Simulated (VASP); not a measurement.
Here is a VASP 6.6.1 calculation.

INCAR

```
  PREC = Accurate
  ENCUT = 520
  EDIFF = 1E-6
  ISMEAR = 0
  SIGMA = 0.05
  LREAL = False
  LASPH = True
  NELM = 100
  ALGO = Normal
  ISIF = 2
  LWAVE = False
  LCHARG = False
  GGA = PE
  NBANDS = 16
```

KPOINTS

```
regular mesh
0
Gamma
  6 6 6
```

File POSCAR:

```
CdSe
1.0
    3.5524362063      0.0000000000      0.0000000000
    0.0000000000      3.5524362063      0.0000000000
    0.0000000000      0.0000000000      3.5524362063
Cd Se
1 1
Direct
    0.0000000000      0.0000000000      0.0000000000
    0.5000000000      0.5000000000      0.5000000000
```

Potentials or basis: VASP PAW PBE potentials, release 64 (Cd, Se).

Run with:

```bash
$ cat potpaw_PBE.64/Cd/POTCAR potpaw_PBE.64/Se/POTCAR > POTCAR
$ mpirun -np 1 vasp_std > vasp.out
```

(1) What does it give for the band gap on the k mesh?

(2) Estimate the pressure.

Results:

(1) none (metal or under the smearing width).

(2) 0.4 GPa.
